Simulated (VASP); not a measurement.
A run of VASP 6.6.1 is set up as follows.

run.py

```python
from ase.calculators.vasp import Vasp
from ase.dft.bandgap import bandgap
from ase.io import read

atoms = read('PbSe.cif', primitive_cell=True, subtrans_included=False)
calc = Vasp(
    directory='calc',
    xc='pbesol',
    pp='PBE',
    setups='minimal',
    prec='Accurate',
    encut=500,
    ediff=1e-07,
    ismear=0,
    sigma=0.05,
    lreal=False,
    lasph=True,
    nelm=60,
    algo='Normal',
    isif=2,
    lwave=False,
    lcharg=True,
    kpts=[8, 8, 8],
    gamma=True,
)
atoms.calc = calc

print('energy (eV):', atoms.get_potential_energy())
print('free energy (eV):', atoms.get_potential_energy(force_consistent=True))
efermi = calc.get_fermi_level()
print('Fermi level (eV):', efermi)
path = atoms.cell.bandpath(npoints=40, eps=1e-4)
print('path:', path.path)
calc.set(kpts=path.kpts, reciprocal=True, icharg=11, isym=0, lcharg=False)
calc.calculate(atoms)
print('gap on the path (eV):', bandgap(calc, efermi=efermi)[0])
print('direct gap on the path (eV):', bandgap(calc, efermi=efermi, direct=True)[0])
```

File PbSe.cif:

```cif
data_PbSe
_cell_length_a 6.12130000
_cell_length_b 6.12130000
_cell_length_c 6.12130000
_cell_angle_alpha 90.00000000
_cell_angle_beta 90.00000000
_cell_angle_gamma 90.00000000
_space_group_name_H-M_alt 'Fm-3m'
_space_group_name_Hall '-F 4 2 3'
_space_group_IT_number 225
loop_
_space_group_symop_operation_xyz
'x,y,z'
'-x,-y,-z'
'-y,x,z'
'y,-x,-z'
'-x,-y,z'
'x,y,-z'
'y,-x,z'
'-y,x,-z'
'x,-y,-z'
'-x,y,z'
'-y,-x,-z'
'y,x,z'
'-x,y,-z'
'x,-y,z'
'y,x,-z'
'-y,-x,z'
'z,x,y'
'-z,-x,-y'
'z,-y,x'
'-z,y,-x'
'z,-x,-y'
'-z,x,y'
'z,y,-x'
'-z,-y,x'
'-z,x,-y'
'z,-x,y'
'-z,-y,-x'
'z,y,x'
'-z,-x,y'
'z,x,-y'
'-z,y,x'
'z,-y,-x'
'y,z,x'
'-y,-z,-x'
'x,z,-y'
'-x,-z,y'
'-y,z,-x'
'y,-z,x'
'-x,z,y'
'x,-z,-y'
'-y,-z,x'
'y,z,-x'
'-x,-z,-y'
'x,z,y'
'y,-z,-x'
'-y,z,x'
'x,-z,y'
'-x,z,-y'
'x,y+1/2,z+1/2'
'-x,-y+1/2,-z+1/2'
'-y,x+1/2,z+1/2'
'y,-x+1/2,-z+1/2'
'-x,-y+1/2,z+1/2'
'x,y+1/2,-z+1/2'
'y,-x+1/2,z+1/2'
'-y,x+1/2,-z+1/2'
'x,-y+1/2,-z+1/2'
'-x,y+1/2,z+1/2'
'-y,-x+1/2,-z+1/2'
[... 41 lines left out ...]
'-x+1/2,-y,z+1/2'
'x+1/2,y,-z+1/2'
'y+1/2,-x,z+1/2'
'-y+1/2,x,-z+1/2'
'x+1/2,-y,-z+1/2'
'-x+1/2,y,z+1/2'
'-y+1/2,-x,-z+1/2'
'y+1/2,x,z+1/2'
'-x+1/2,y,-z+1/2'
'x+1/2,-y,z+1/2'
'y+1/2,x,-z+1/2'
'-y+1/2,-x,z+1/2'
'z+1/2,x,y+1/2'
'-z+1/2,-x,-y+1/2'
'z+1/2,-y,x+1/2'
'-z+1/2,y,-x+1/2'
'z+1/2,-x,-y+1/2'
'-z+1/2,x,y+1/2'
'z+1/2,y,-x+1/2'
'-z+1/2,-y,x+1/2'
'-z+1/2,x,-y+1/2'
'z+1/2,-x,y+1/2'
'-z+1/2,-y,-x+1/2'
'z+1/2,y,x+1/2'
'-z+1/2,-x,y+1/2'
'z+1/2,x,-y+1/2'
'-z+1/2,y,x+1/2'
'z+1/2,-y,-x+1/2'
'y+1/2,z,x+1/2'
'-y+1/2,-z,-x+1/2'
'x+1/2,z,-y+1/2'
'-x+1/2,-z,y+1/2'
'-y+1/2,z,-x+1/2'
'y+1/2,-z,x+1/2'
'-x+1/2,z,y+1/2'
'x+1/2,-z,-y+1/2'
'-y+1/2,-z,x+1/2'
'y+1/2,z,-x+1/2'
'-x+1/2,-z,-y+1/2'
'x+1/2,z,y+1/2'
'y+1/2,-z,-x+1/2'
'-y+1/2,z,x+1/2'
'x+1/2,-z,y+1/2'
'-x+1/2,z,-y+1/2'
'x+1/2,y+1/2,z'
'-x+1/2,-y+1/2,-z'
'-y+1/2,x+1/2,z'
'y+1/2,-x+1/2,-z'
'-x+1/2,-y+1/2,z'
'x+1/2,y+1/2,-z'
'y+1/2,-x+1/2,z'
'-y+1/2,x+1/2,-z'
'x+1/2,-y+1/2,-z'
'-x+1/2,y+1/2,z'
'-y+1/2,-x+1/2,-z'
'y+1/2,x+1/2,z'
'-x+1/2,y+1/2,-z'
'x+1/2,-y+1/2,z'
'y+1/2,x+1/2,-z'
'-y+1/2,-x+1/2,z'
'z+1/2,x+1/2,y'
'-z+1/2,-x+1/2,-y'
'z+1/2,-y+1/2,x'
'-z+1/2,y+1/2,-x'
'z+1/2,-x+1/2,-y'
'-z+1/2,x+1/2,y'
'z+1/2,y+1/2,-x'
'-z+1/2,-y+1/2,x'
'-z+1/2,x+1/2,-y'
'z+1/2,-x+1/2,y'
'-z+1/2,-y+1/2,-x'
'z+1/2,y+1/2,x'
'-z+1/2,-x+1/2,y'
'z+1/2,x+1/2,-y'
'-z+1/2,y+1/2,x'
'z+1/2,-y+1/2,-x'
'y+1/2,z+1/2,x'
'-y+1/2,-z+1/2,-x'
'x+1/2,z+1/2,-y'
'-x+1/2,-z+1/2,y'
'-y+1/2,z+1/2,-x'
'y+1/2,-z+1/2,x'
'-x+1/2,z+1/2,y'
'x+1/2,-z+1/2,-y'
'-y+1/2,-z+1/2,x'
'y+1/2,z+1/2,-x'
'-x+1/2,-z+1/2,-y'
'x+1/2,z+1/2,y'
'y+1/2,-z+1/2,-x'
'-y+1/2,z+1/2,x'
'x+1/2,-z+1/2,y'
'-x+1/2,z+1/2,-y'
loop_
_atom_site_label
_atom_site_type_symbol
_atom_site_symmetry_multiplicity
_atom_site_Wyckoff_symbol
_atom_site_fract_x
_atom_site_fract_y
_atom_site_fract_z
_atom_site_occupancy
Pb1 Pb 4 a 0.0000000000 0.0000000000 0.0000000000 1
Se1 Se 4 b 0.5000000000 0.0000000000 0.0000000000 1
```

Potentials or basis: VASP PAW PBE potentials, release 64 (Pb, Se).

The run is started by

```console
$ python run.py
```

Problem. Predict the band gap along the path.

Solution. 0.20 eV, direct.

Levels at the corners of the path, in eV from the Fermi level:
```
point  band 2  band 3  band 4  band 5  band 6  band 7  band 8  band 9
    Γ   -6.42   -1.97   -1.97   -1.97    4.58    4.58    4.58    6.31
    X   -7.50   -5.13   -3.35   -3.35    3.47    5.49    5.49    5.91
    W   -8.14   -4.37   -4.37   -0.89    1.74    4.79    4.79    7.53
    K   -8.16   -4.72   -2.85   -2.52    3.24    3.89    5.30    5.62
    Γ   -6.42   -1.97   -1.97   -1.97    4.58    4.58    4.58    6.31
    L   -8.94   -1.58   -1.58   -0.10    0.10    1.55    1.55    8.25
    U   -8.16   -4.72   -2.85   -2.52    3.24    3.89    5.30    5.62
    W   -8.14   -4.37   -4.37   -0.89    1.74    4.79    4.79    7.53
    L   -8.94   -1.58   -1.58   -0.10    0.10    1.55    1.55    8.25
    K   -8.16   -4.72   -2.85   -2.52    3.24    3.89    5.30    5.62
    U   -8.16   -4.72   -2.85   -2.52    3.24    3.89    5.30    5.62
    X   -7.50   -5.13   -3.35   -3.35    3.47    5.49    5.49    5.91
```

Caveat: the log is that of the step along the path at fixed density, whose energy, stress, charges and moments have no meaning; spin-orbit coupling is left out, which moves the levels of the heavy elements.

**What was measured.**

From a printed reference work, monograph, for a bulk crystal of PbSe at 4.2 K: band gap 0.15 eV (direct).

A measured gap of PbSe is 0.15 eV (direct; 4.2 K; a printed reference work, monograph); the calculated 0.20 eV misses it by +0.05 eV. 2 values of this kind are on record (0.15 to 0.28 eV); this one was drawn at random. Spin-orbit coupling on Pb, Se is left out. The value is that of PBEsol, without temperature or zero-point motion.
